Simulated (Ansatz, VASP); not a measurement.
**CdSe in VASP and in Ansatz**

```
Cd Se
1.0
     0.00000    2.83475    2.83475
     2.83475    0.00000    2.83475
     2.83475    2.83475    0.00000
Cd Se
1 1
Direct
  0.00000 0.00000 0.00000
  0.25000 0.25000 0.25000
```

Change from the starting cell: volume scaled by 0.84, PAW files.

Alike in both runs: task single point; functional LDA; k mesh 12 × 12 × 12; occupations fermi-dirac, width 0.05 eV; no spin polarisation.

```csv
,VASP,Ansatz
version,VASP 6.6.1,Ansatz 0.2.0
potentials or method,"VASP PAW LDA potentials, release 64 (Cd, Se)","PAW with Ansatz's default frozen-core files, scalar-relativistic"
plane-wave cutoff (eV),520,420
valence electrons in the cell,18,36
```

|  | VASP | Ansatz | Ansatz less VASP |
| --- | --- | --- | --- |
| pressure (GPa) | 16.2 | 15.1 | -1.03 |

The two sets of potentials don't hold the same shells in valence.

Caveats: so large a pressure means that the cell lies far from this level's equilibrium, or that cutoff or potentials fall short (VASP).
